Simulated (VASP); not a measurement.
# Pt (Fm-3m) in VASP: a series of runs, part 2 of 2

VASP 6.6.1. Earlier steps stand in the parts before.

### 3 Optical spectrum, r2SCAN+D4+U, spin-orbit coupling, no magnetisation

Input file INCAR:

```
SYSTEM = Pt
  PREC = Accurate
  ENCUT = 520
  EDIFF = 1E-6
  ISMEAR = 1
  SIGMA = 0.02
  LREAL = .False.
  LASPH = .True.
  NELM = 80
  ALGO = Normal
  ISIF = 2
  LWAVE = .False.
  LCHARG = .False.
  LNONCOLLINEAR = .True.
  MAGMOM = 0 0 0
  LORBIT = 11
  LSORBIT = .True.
  GGA_COMPAT = .False.
  LMAXMIX = 4
  LDAU = .True.
  LDAUTYPE = 2
  LDAUL = 2
  LDAUU = 6.2
  LDAUJ = 0
  LDAUPRINT = 1
  METAGGA = R2SCAN
  LMIXTAU = .True.
  IVDW = 13
  VDW_S6 = 1.0
  VDW_S8 = 0.6018749
  VDW_A1 = 0.51559235
  VDW_A2 = 5.77342911
  LOPTICS = .True.
  NBANDS = 106
  NEDOS = 2000
  CSHIFT = 0.1
```

Input file KPOINTS:

```
regular mesh
0
Gamma
  9 9 9
  0 0 0
```

Input file POSCAR:

```
Pt
2.7731
    0.000000000000      0.707114781292      0.707114781292
    0.707114781292      0.000000000000      0.707114781292
    0.707114781292      0.707114781292      0.000000000000
Pt
1
Direct
    0.0000000000      0.0000000000      0.0000000000
```

Potentials or basis: VASP PAW PBE potentials, release 64 (Pt).

The run is started by

```console
cat potpaw_PBE.64/Pt/POTCAR > POTCAR
mpirun -np 1 vasp_ncl > vasp.out
```

OUTCAR:

```text
SYSTEM = Pt
   PREC = Accurate
   ENCUT = 520
   EDIFF = 1E-6
   ISMEAR = 1
   LREAL = .False.
   LASPH = .True.
   NELM = 80
   ISIF = 2
   LNONCOLLINEAR = .True.
   LORBIT = 11
   LSORBIT = .True.
   METAGGA = R2SCAN
   IVDW = 13

 ion  position               nearest neighbor table
   1  0.000  0.000  0.000-

  LATTYP: Found a face centered cubic cell.
 ALAT       =     3.9218000000

  Lattice vectors:

 A1 = (   0.0000000000,   1.9609000000,   1.9609000000)
 A2 = (   1.9609000000,   0.0000000000,   1.9609000000)
 A3 = (   1.9609000000,   1.9609000000,   0.0000000000)

Analysis of symmetry for initial positions (statically):
=====================================================================
 Subroutine PRICEL returns:
 Original cell was already a primitive cell.

 Routine SETGRP: Setting up the symmetry group for a
 face centered cubic supercell.

 Subroutine GETGRP returns: Found 48 space group operations
 (whereof 48 operations were pure point group operations)
[... 1282 lines left out ...]
   145.94498     0.00001     0.00001     0.00001     0.00000    -0.00000     0.00000
   147.43422     0.00001     0.00001     0.00001     0.00000    -0.00000     0.00000

  frequency dependent      REAL DIELECTRIC FUNCTION (independent particle, no local field effects) current-current
     E(ev)        X           Y           Z          XY          YZ          ZX
  --------------------------------------------------------------------------------------------------------------
     0.00000    26.77455    26.77455    26.77455     0.00000    -0.00000    -0.00000
     1.48923    12.70424    12.70424    12.70424     0.00000    -0.00000    -0.00000
     2.97847    -3.24970    -3.24970    -3.24970     0.00000     0.00000     0.00000
     4.46770     2.70252     2.70252     2.70252     0.00000     0.00000     0.00000
     5.95694    -0.58402    -0.58402    -0.58402    -0.00000     0.00000    -0.00000
     7.44617     0.41311     0.41311     0.41311    -0.00000    -0.00000     0.00000
[... 92 lines left out ...]
   145.94498     0.92802     0.92802     0.92802    -0.00000     0.00000     0.00000
   147.43422     0.92960     0.92960     0.92960    -0.00000     0.00000     0.00000

 Spin-Orbit-Coupling matrix elements

 Ion:    1  E_soc:     -0.6942016
 l=   1
     0.0000000    -0.0248350    -0.0248350
    -0.0248350     0.0000000    -0.0248350
    -0.0248350    -0.0248350     0.0000000
 l=   2
     0.0000000    -0.0233089     0.0000000    -0.0233089    -0.0675565
    -0.0233089     0.0000000    -0.0506673    -0.0233089    -0.0168891
     0.0000000    -0.0506673     0.0000000    -0.0506673     0.0000000
    -0.0233089    -0.0233089    -0.0506673     0.0000000    -0.0168891
    -0.0675565    -0.0168891     0.0000000    -0.0168891     0.0000000
 l=   3
     0.0000000     0.0000000     0.0000000     0.0000000     0.0000000     0.0000000     0.0000000
     0.0000000     0.0000000     0.0000000     0.0000000     0.0000000     0.0000000     0.0000000
     0.0000000     0.0000000     0.0000000     0.0000000     0.0000000     0.0000000     0.0000000
     0.0000000     0.0000000     0.0000000     0.0000000     0.0000000     0.0000000     0.0000000
     0.0000000     0.0000000     0.0000000     0.0000000     0.0000000     0.0000000     0.0000000
     0.0000000     0.0000000     0.0000000     0.0000000     0.0000000     0.0000000     0.0000000
     0.0000000     0.0000000     0.0000000     0.0000000     0.0000000     0.0000000     0.0000000

 total charge

# of ion       s       p       d       tot
------------------------------------------
    1        0.575   0.461   8.591   9.627

 magnetization (x)

# of ion       s       p       d       tot
------------------------------------------
    1        0.000   0.000   0.000   0.000

 magnetization (y)

# of ion       s       p       d       tot
------------------------------------------
    1       -0.000   0.000   0.000   0.000

 magnetization (z)

# of ion       s       p       d       tot
------------------------------------------
    1       -0.000   0.000   0.000   0.000

=======================================================================
```

stdout:

```text
POSCAR found type information on POSCAR Pt
 POSCAR found :  1 types and       1 ions
 scaLAPACK will be used
 -----------------------------------------------------------------------------
[... 103 lines left out ...]
 LRF_COMMUTATOR internal error: the vector H(1)-e(1) S(1) |phi(0)> is not orthog
 onal to |phi(0)> (1.081759144065367E-002,-3.244227933727695E-003)
 LRF_COMMUTATOR internal error: the vector H(1)-e(1) S(1) |phi(0)> is not orthog
 onal to |phi(0)> (1.703718256765267E-002,4.194985648866575E-002)
 LRF_COMMUTATOR internal error: the vector H(1)-e(1) S(1) |phi(0)> is not orthog
 onal to |phi(0)> (3.799480377202902E-003,2.066869639505142E-002)
 LRF_COMMUTATOR internal error: the vector H(1)-e(1) S(1) |phi(0)> is not orthog
 onal to |phi(0)> (9.560922908328487E-003,2.813442091448781E-002)
 LRF_COMMUTATOR internal error: the vector H(1)-e(1) S(1) |phi(0)> is not orthog
 onal to |phi(0)> (
```

It took 8.5 min on 1 thread of Intel Xeon Platinum 8559C (Emerald Rapids), shared host; peak memory 0.28 GiB.

Results:

| Property | Result |
| --- | --- |
| Free energy | -47.9719 eV |
| Pressure | -16.0 GPa |
| Valence electrons inside the program's atomic spheres | Pt 9.63 |
| Dispersion energy per atom | -0.255 eV |

Dielectric function (mean over the directions given):
```csv
energy (eV),real part,imaginary part
0.30,28.55,1.02
1.27,51.14,23.16
2.31,2.99,16.46
3.35,0.66,9.57
4.39,2.88,6.48
5.44,1.48,1.84
6.48,1.32,2.95
7.52,0.50,1.95
8.56,2.18,4.37
9.61,1.16,2.34
10.57,3.02,5.43
11.62,1.99,2.79
12.66,1.43,1.39
13.70,1.90,2.89
14.74,0.67,1.88
15.79,1.88,2.37
16.83,1.38,2.35
17.87,1.58,1.70
18.91,1.30,2.25
19.96,2.04,1.44
```

Caveat: spectra need much finer meshes, so this one isn't converged; independent-particle spectra lack excitons; the PAW data sets were made with another functional, which shifts forces and pressure a little; the U is typed as a test and isn't derived for this compound.
